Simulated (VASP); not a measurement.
Consider the following.

```
NaBr
1.0
    0.00000     3.01426     3.01426
    3.01426     0.00000     3.01426
    3.01426     3.01426     0.00000
Na Br
1 1
Direct
  0.00000   0.00000   0.00000
  0.50000   0.50000   0.50000
```

Computed with PBE GGA, VASP's PBE PAW potentials (set 64) (plane waves; VASP). Numerical set-up: 480 eV cut-off, 7×7×7 Γ-centred mesh, Gaussian smearing of 0.050 eV, potentials Na_pv Br.

**Question.** Predict the energy per atom (σ→0), band gap (on the k-mesh) with the smallest direct gap where there is one.

**Answer.** 
```yaml
band gap (on the k-mesh): 4.07 eV
smallest direct gap (on the k-mesh): 4.07 eV
energy per atom (σ→0): -3.060 eV/atom
```

Total energies compare only between runs with the same potentials, cut-off and functional.

The compound is NaBr in the rock salt structure. It was relaxed first. The start is the result of an earlier pass.
